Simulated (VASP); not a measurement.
# GaN (P6_3mc) in VASP: settings compared, part 2 of 2

VASP 6.6.1.

### 4 Relaxation of cell and atoms, PBEsol

This run uses another cell than the first one, of 11.35 Å³/atom, 0.966 times its volume.

Input file INCAR:

```
SYSTEM = GaN
PREC = Accurate
ENCUT = 600
EDIFF = 1E-7
ISMEAR = 0
SIGMA = 0.03
LREAL = .False.
LASPH = .True.
NELM = 80
ALGO = Normal
ISIF = 3
LWAVE = .False.
LCHARG = .False.
GGA = PS
IBRION = 2
NSW = 90
EDIFFG = -0.005
```

Input file KPOINTS:

```
regular mesh
0
Gamma
  12 12 5
  0 0 0
```

Input file POSCAR:

```
GaN                                     
1.0
    3.1796023992      0.0000000000     -0.0000000000
   -1.5898011996      2.7536164476      0.0000000000
    0.0000000000      0.0000000000      5.1837581135
  Ga              N             
     2     2
Direct
     0.3333333300000021    0.6666666699999979    0.9992962099435415
     0.6666666699999979    0.3333333300000021    0.4992962099435415
     0.3333333300000021    0.6666666699999979    0.3757037900564585
     0.6666666699999979    0.3333333300000021    0.8757037900564585
```

On the command line:

```console
$ cat potpaw_PBE.64/Ga_d/POTCAR potpaw_PBE.64/N/POTCAR > POTCAR
$ mpirun -np 1 vasp_std > vasp.out
```

Wall time 57 s (1 thread of Intel Xeon Platinum 8559C (Emerald Rapids), shared host); peak memory 0.22 GiB.

It converged, with:

```
Free energy                            : -26.2721 eV
Relaxed volume                         : 11.35 Å³/atom
Relaxed cell                           : a = 3.180 Å, b = 3.180 Å, c = 5.183 Å, α = 90.00°, β = 90.00°, γ = 120.00°
Space group after relaxing (to 0.05 Å) : P6_3mc (No. 186)
Energy gained by relaxing              : 0.0 meV/atom
Ionic steps                            : 2
Pressure after relaxing                : 0.0 GPa
Band gap on the k mesh                 : 1.91 eV, direct
```

Forces on the atoms (eV/Å):
```
Ga   0.000  0.000 -0.002
Ga   0.000  0.000 -0.002
N    0.000  0.000  0.002
N    0.000  0.000  0.002
```

Final structure:
```cif
data_structure
_symmetry_space_group_name_H-M 'P 1'
_symmetry_Int_Tables_number 1
_cell_length_a 3.1802
_cell_length_b 3.1802
_cell_length_c 5.1832
_cell_angle_alpha 90.000
_cell_angle_beta 90.000
_cell_angle_gamma 120.000
_cell_volume 45.40
loop_
_atom_site_label
_atom_site_type_symbol
_atom_site_fract_x
_atom_site_fract_y
_atom_site_fract_z
_atom_site_occupancy
Ga1 Ga 0.33333 0.66667 0.99924 1
Ga2 Ga 0.66667 0.33333 0.49924 1
N1 N 0.33333 0.66667 0.37576 1
N2 N 0.66667 0.33333 0.87576 1
```

Levels at points of the mesh, in eV from the valence-band top:
```tsv
k point	band 15	band 16	band 17	band 18	band 19	band 20	band 21	band 22
(0.00, 0.00, 0.00)	-1.05	-0.05	0.00	0.00	1.91	4.23	9.12	9.83
(0.50, 0.00, 0.00)	-4.28	-2.79	-2.26	-1.02	4.95	5.53	5.95	8.59
```

Caveat: the PAW data sets were made with another functional, which shifts forces and pressure a little. As with any semilocal functional, this PBEsol gap is likely too small.

### 5 Relaxation of cell and atoms, r2SCAN+rVV10

This run uses another cell than the first one, of 11.31 Å³/atom, 0.963 times its volume.

Input file INCAR:

```
  ALGO = Normal
  BPARAM = 11.95
  CPARAM = 0.0093
  EDIFF = 1E-6
  EDIFFG = -0.01
  ENCUT = 600
  IBRION = 2
  ISIF = 3
  ISMEAR = 0
  IVDW_NL = 2
  LASPH = True
  LCHARG = False
  LMIXTAU = True
  LREAL = False
  LUSE_VDW = True
  LWAVE = False
  METAGGA = R2SCAN
  NELM = 80
  NSW = 90
  PREC = Accurate
  SIGMA = 0.03
```

Input file KPOINTS:

```
k-points
0
Gamma
  12 12 5
```

Input file POSCAR:

```
GaN
1.0
    3.1800000000      0.0000000000      0.0000000000
   -1.5900000000      2.7539607800      0.0000000000
    0.0000000000      0.0000000000      5.1660000000
Ga N
2 2
Direct
    0.3333333300      0.6666666700      0.0000000000
    0.6666666700      0.3333333300      0.5000000000
    0.3333333300      0.6666666700      0.3750000000
    0.6666666700      0.3333333300      0.8750000000
```

Potentials or basis: VASP PAW PBE potentials, release 64 (Ga_d, N).

On the command line:

```console
$ cat potpaw_PBE.64/Ga_d/POTCAR potpaw_PBE.64/N/POTCAR > POTCAR
$ mpirun -np 1 vasp_std > vasp.out
```

OUTCAR:

```text
BPARAM = 11.95
   EDIFF = 1E-6
   EDIFFG = -0.01
   ENCUT = 600
   IBRION = 2
   ISIF = 3
   ISMEAR = 0
   IVDW_NL = 2
   LASPH = True
   LREAL = False
   METAGGA = R2SCAN
   NELM = 80
   NSW = 90
   PREC = Accurate

 ion  position               nearest neighbor table
   1  0.333  0.667  0.000-   3 1.94   4 1.95   4 1.95   4 1.95
   2  0.667  0.333  0.500-   4 1.94   3 1.95   3 1.95   3 1.95
   3  0.333  0.667  0.375-   1 1.94   2 1.95   2 1.95   2 1.95
   4  0.667  0.333  0.875-   2 1.94   1 1.95   1 1.95   1 1.95

  LATTYP: Found a hexagonal cell.
 ALAT       =     3.1800000000
 C/A-ratio  =     1.6245283019

  Lattice vectors:

 A1 = (   3.1800000000,   0.0000000000,   0.0000000000)
 A2 = (  -1.5900000000,   2.7539607800,   0.0000000000)
 A3 = (   0.0000000000,   0.0000000000,   5.1660000000)

Analysis of symmetry for initial positions (statically):
=====================================================================
 Subroutine PRICEL returns:
 Original cell was already a primitive cell.

 Routine SETGRP: Setting up the symmetry group for a
 hexagonal supercell.

 Subroutine GETGRP returns: Found 12 space group operations
 (whereof  6 operations were pure point group operations)
 out of a pool of 24 trial point group operations.

The static configuration has the point symmetry C_3v.
 The point group associated with its full space group is C_6v.

Analysis of symmetry for dynamics (positions and initial velocities):
=====================================================================
 Subroutine PRICEL returns:
 Original cell was already a primitive cell.

 Routine SETGRP: Setting up the symmetry group for a
 hexagonal supercell.

 Subroutine GETGRP returns: Found 12 space group operations
 (whereof  6 operations were pure point group operations)
 out of a pool of 24 trial point group operations.

The dynamic configuration has the point symmetry C_3v.
 The point group associated with its full space group is C_6v.

 Subroutine INISYM returns: Found 12 space group operations
 (whereof  6 operations are pure point group operations),
 and found     1 'primitive' translations

----------------------------------------------------------------------------------------

                                     Primitive cell

  volume of cell :      45.2417

  direct lattice vectors                    reciprocal lattice vectors
     3.180000000  0.000000000  0.000000000     0.314465409  0.181556689  0.000000000
    -1.590000000  2.753960780  0.000000000     0.000000000  0.363113377  0.000000000
     0.000000000  0.000000000  5.166000000     0.000000000  0.000000000  0.193573364

  length of vectors
     3.180000000  3.179999997  5.166000000     0.363113377  0.363113377  0.193573364

  position of ions in fractional coordinates (direct lattice)
     0.333333330  0.666666670  0.000000000
     0.666666670  0.333333330  0.500000000
     0.333333330  0.666666670  0.375000000
     0.666666670  0.333333330  0.875000000

  ion indices of the primitive-cell ions
   primitive index   ion index
                 1           1
                 2           2
                 3           3
                 4           4
[... 54 lines left out ...]
   k-points           NKPTS =     57   k-points in BZ     NKDIM =     57   number of bands    NBANDS=     22
   number of dos      NEDOS =    301   number of ions     NIONS =      4
   total plane-waves  NPLWV =  32928
   dimension x,y,z NGX =    28 NGY =   28 NGZ =   42
   dimension x,y,z NGXF=    56 NGYF=   56 NGZF=   84
   ions per type =               2   2
   NGX,Y,Z   is equivalent  to a cutoff of  14.64, 14.64, 13.52 a.u.
   NGXF,Y,Z  is equivalent  to a cutoff of  29.28, 29.28, 27.03 a.u.
 SYSTEM =  unknown system
   PREC   = accura    normal or accurate (medium, high low for compatibility)
   ISTART =      0    job   : 0-new  1-cont  2-samecut
   ICHARG =      2    charge: 1-file 2-atom 10-const
   ISPIN  =      1    spin polarized calculation?
   LNONCOLLINEAR =      F non collinear calculations
   LSORBIT =      F    spin-orbit coupling
   LASPH  =      T    aspherical Exc in radial PAW
   ENCUT  =  600.0 eV  44.10 Ry    6.64 a.u.   6.35  6.35 10.32*2*pi/ulx,y,z
   NELM   =     80;   NELMIN=  2; NELMDL= -5     # of ELM steps
   EDIFF  = 0.1E-05   stopping-criterion for ELM
   LREAL  =      F    real-space projection
   EDIFFG = -.1E-01   stopping-criterion for IOM
   NSW    =     90    number of steps for IOM
   IBRION =      2    ionic relax: 0-MD 1-quasi-New 2-CG
   NFREE  =      1    steps in history (QN), initial steepest desc. (CG)
   ISIF   =      3    stress and relaxation
   ISYM   =      2    0-nonsym 1-usesym 2-fastsym
   POTIM  = 0.5000    time-step for ionic-motion
   TEBEG  =    0.0;   TEEND  =   0.0 temperature during run
   PSTRESS=    0.0 pullay stress
   NELECT =      36.0000    total number of electrons
   NUPDOWN=      -1.0000    fix difference up-down
   EMIN   =  10.00;   EMAX   =-10.00  energy-range for DOS
   EFERMI =   0.00;   METHOD = LEGACY
   ISMEAR =     0;   SIGMA  =   0.03  broadening in eV -4-tet -1-fermi 0-gaus
   EFERMI_NEDOS =   21; number of points for ismear=-14 and -15
   IALGO  =     38    algorithm
   IMIX   =      4    mixing-type and parameters
     AMIX     =   0.40;   BMIX     =  1.00
     AMIX_MAG =   1.60;   BMIX_MAG =  1.00
  volume/ion in A,a.u.               =      11.31        76.33
  Fermi-wavevector in a.u.,A,eV,Ry     =   1.517036  2.866782 31.312427  2.301398
  Thomas-Fermi vector in A             =   2.626345
   LORBIT       =      0    0 simple, 1 ext, 2 COOP (PROOUT), +10 PAW based schemes
   METAGGA = R2SCAN    functional components
   LHFCALC =     F    Hartree Fock is set to
   AEXX    =    0.0000 exact exchange contribution
   IVDW_NL    =     2    kernel type
   BPARAM     =11.9500
   IVDW    =     0    specifies the selected vdW correction
   LEPSILON=     F    determine dielectric tensor
   LRPA    =     F    only Hartree local field effects (RPA)
 conjugate gradient relaxation of ions
 non-spin polarized calculation
 Gauss-broadening in eV      SIGMA  =   0.03
  energy-cutoff  :      600.00
  volume of cell :       45.24
 maximum number of plane-waves:      1529
 NGX is ok and might be reduce to    28
   NGX = 13   NGY = 13   NGZ = 21

--------------------------------------- Ionic step        1  -------------------------------------------

 number of electron      35.9999995 magnetization

 Free energy of the ion-electron system (eV)
  ---------------------------------------------------
  ext. energy  EPLUGINS =         0.00000000
  ---------------------------------------------------
  free energy    TOTEN  =       -42.82979302 eV

  energy without entropy =      -42.82979302  energy(sigma->0) =      -42.82979302

------------------------ aborting loop because EDIFF is reached ----------------------------------------

  FORCE on cell =-STRESS in cart. coord.  units (eV):
  Direction    XX          YY          ZZ          XY          YZ          ZX
  --------------------------------------------------------------------------------------
  -------------------------------------------------------------------------------------
  Total        0.0416600      0.0416600      0.6681621      0.0000000      0.0000000     -0.0000000
  in kB        1.4753347      1.4753347     23.6620919      0.0000000      0.0000000     -0.0000000
  external PRESSURE =       8.8709204 kB  Pullay stress =       0.0000000 kB
[... 139 lines left out ...]
--------------------------------------- Ionic step        5  -------------------------------------------

 number of electron      35.9999995 magnetization

 Free energy of the ion-electron system (eV)
  ---------------------------------------------------
  ext. energy  EPLUGINS =         0.00000000
  ---------------------------------------------------
  free energy    TOTEN  =       -42.83210134 eV

  energy without entropy =      -42.83210134  energy(sigma->0) =      -42.83210134

 E-fermi :   5.2988     XC(G=0): -12.7227

 val. band max:        5.1012740003   @ k =   0.0000   0.0000   0.0000
 cond. band min:       7.4117219575   @ k =   0.0000   0.0000   0.0000
 fundamental gap:      2.3104479572
 Fermi energy:         5.2987862597

 k-point     1 :       0.0000    0.0000    0.0000
  band No.  band energies     occupation
      1     -11.7320      2.00000
      2     -10.7085      2.00000
      3      -8.7100      2.00000
      4      -8.6942      2.00000
      5      -8.6941      2.00000
      6      -8.6254      2.00000
[... 589 lines left out ...]
     21      12.7638      0.00000
     22      13.9917      0.00000

 [... further k-points ...]

------------------------ aborting loop because EDIFF is reached ----------------------------------------

  FORCE on cell =-STRESS in cart. coord.  units (eV):
  Direction    XX          YY          ZZ          XY          YZ          ZX
  --------------------------------------------------------------------------------------
  -------------------------------------------------------------------------------------
  Total        0.0206660      0.0206660     -0.0121534      0.0000000      0.0000000      0.0000000
  in kB        0.7287501      0.7287501     -0.4285683      0.0000000      0.0000000      0.0000000
  external PRESSURE =       0.3429773 kB  Pullay stress =       0.0000000 kB
[... 19 lines left out ...]
  FREE ENERGIE OF THE ION-ELECTRON SYSTEM (eV)
  ---------------------------------------------------
  free  energy   TOTEN  =       -42.8321013426 eV

  energy  without entropy=      -42.8321013426  energy(sigma->0) =      -42.83210134

 reached required accuracy - stopping structural energy minimisation
```

OSZICAR:

```text
N       E                     dE             d eps       ncg     rms          rms(c)
DAV:   1     0.277699882565E+03    0.27770E+03   -0.20723E+04  2624   0.343E+03
DAV:   2    -0.137665217334E+02   -0.29147E+03   -0.28224E+03  2760   0.589E+02
[... 58 lines left out ...]
DAV:   1    -0.428321357186E+02   -0.66647E-04   -0.57287E-03  2752   0.759E-01    0.503E-02
DAV:   2    -0.428321154168E+02    0.20302E-04   -0.30715E-04  3278   0.286E-01    0.271E-02
DAV:   3    -0.428320991279E+02    0.16289E-04   -0.39112E-05  3990   0.944E-02    0.596E-03
DAV:   4    -0.428321000045E+02   -0.87669E-06   -0.11995E-05  2814   0.347E-02    0.159E-03
DAV:   5    -0.428321013138E+02   -0.13092E-05   -0.26033E-06  2202   0.177E-02    0.123E-03
DAV:   6    -0.428321013426E+02   -0.28839E-07   -0.35530E-07  1308   0.614E-03
   5 F= -.42832101E+02 E0= -.42832101E+02  d E =-.317311E-04
```

Run time: 14 min. Hardware: 1 thread of Intel Xeon Platinum 8488C (Sapphire Rapids), shared host; peak memory 0.35 GiB.

What came out:

- Free energy: -42.8321 eV
- Relaxed volume: 11.36 Å³/atom
- Relaxed cell: a = 3.181 Å, b = 3.181 Å, c = 5.185 Å, α = 90.00°, β = 90.00°, γ = 120.00°
- Space group after relaxing (to 0.05 Å): P6_3mc (No. 186)
- Energy gained by relaxing: 0.6 meV/atom
- Ionic steps: 5
- Pressure after relaxing: 0.0 GPa
- Band gap on the k mesh: 2.31 eV, direct

Step by step:
```
step  energy change (eV)  largest force (eV/Å)  pressure (GPa)  volume (Å³)
   1              0.0000                0.1434            0.89        45.24
   2              0.0000                0.1072           -0.89        45.65
   3             -0.0023                0.0135           -0.03        45.44
   4             -0.0023                0.0109           -0.04        45.45
   5             -0.0023                0.0017            0.03        45.43
```

Final structure:
```
Ga N
1.0
     3.18099    0.00000    0.00000
    -1.59050    2.75482    0.00000
     0.00000    0.00000    5.18480
Ga N
2 2
Direct
  0.33333 0.66667 0.99921
  0.66667 0.33333 0.49921
  0.33333 0.66667 0.37579
  0.66667 0.33333 0.87579
```

Caveat: the PAW data sets were made with another functional, which shifts forces and pressure a little. r2SCAN opens gaps a little over a GGA but as a rule still falls short of measured ones.

### 6 Relaxation of cell and atoms, r2SCAN+rVV10

This run uses another cell than the first one, of 11.36 Å³/atom, 0.967 times its volume.

INCAR: that of step 5 with these lines changed.

```diff
@@ -3,4 +3,4 @@
   CPARAM = 0.0093
-  EDIFF = 1E-6
-  EDIFFG = -0.01
+  EDIFF = 1E-7
+  EDIFFG = -0.005
   ENCUT = 600
```

KPOINTS is that of step 5.

Input file POSCAR:

```
GaN                                     
1.0
    3.1809924399     -0.0000000000     -0.0000000000
   -1.5904962199      2.7548202581      0.0000000000
    0.0000000000      0.0000000000      5.1847969590
  Ga              N             
     2     2
Direct
     0.3333333300000021    0.6666666699999979    0.9992118341980171
     0.6666666699999979    0.3333333300000021    0.4992118341980171
     0.3333333300000021    0.6666666699999979    0.3757881658019829
     0.6666666699999979    0.3333333300000021    0.8757881658019829
```

Potentials or basis: VASP PAW PBE potentials, release 64 (Ga_d, N).

On the command line:

```console
$ cat potpaw_PBE.64/Ga_d/POTCAR potpaw_PBE.64/N/POTCAR > POTCAR
$ mpirun -np 1 vasp_std > vasp.out
```

It took 8.6 min on 1 thread of Intel Xeon Platinum 8488C (Sapphire Rapids), shared host; peak memory 0.35 GiB.

Results (log left out):

```yaml
Free_energy: -42.8323 eV
Relaxed_volume: 11.36 Å³/atom
Relaxed_cell: a = 3.182 Å, b = 3.182 Å, c = 5.184 Å, α = 90.00°, β = 90.00°, γ = 120.00°
Space_group_after_relaxing_to_0.05_Å: P6_3mc (No. 186)
Energy_gained_by_relaxing: 0.0 meV/atom
Ionic_steps: 2
Pressure_after_relaxing: -0.1 GPa
Largest_force_after_relaxing: 0.004 eV/Å
Band_gap_on_the_k_mesh: 2.31 eV, direct
```

Forces in eV/Å, atoms in the order of the input:
```
Ga   0.000  0.000 -0.004
Ga   0.000  0.000 -0.004
N    0.000  0.000  0.004
N    0.000  0.000  0.004
```

Final structure:
```
Ga N
1.0
     3.18182    0.00000    0.00000
    -1.59091    2.75554    0.00000
     0.00000    0.00000    5.18405
Ga N
2 2
Cartesian
  0.0000 1.8370 5.1799
  1.5909 0.9185 2.5879
  0.0000 1.8370 1.9482
  1.5909 0.9185 4.5402
```

Levels at points of the mesh, in eV from the valence-band top:
```csv
k point,band 14,band 15,band 16,band 17,band 18,band 19,band 20,band 21,band 22
"(0.00, 0.00, 0.00)",-1.07,-1.07,-0.04,0.00,0.00,2.31,4.80,9.91,10.58
"(0.50, 0.00, 0.00)",-5.41,-4.32,-2.84,-2.26,-1.03,5.54,6.10,6.50,9.34
```

Caveat: the PAW data sets were made with another functional, which shifts forces and pressure a little. r2SCAN opens gaps a little over a GGA but as a rule still falls short of measured ones.

### 7 Overview

```tsv
level	gap on the mesh (eV)	pressure (GPa)	relaxed volume (Å³/atom)
PBE	1.72	0.0	11.76
PBEsol	1.91	0.0	11.35
r2SCAN+rVV10	2.31	-0.1	11.36
```

Alike in all rows: task relaxation of cell and atoms; potentials or basis VASP PAW PBE potentials, release 64 (Ga_d, N); no spin polarisation; cell relaxed; k mesh 12 × 12 × 5; cutoff (eV) 600; smearing gaussian 0.03 eV.

Caveats: the PAW data sets were made with another functional, which shifts forces and pressure a little (some runs).

Absolute energies hang on the potentials; compare differences alone.
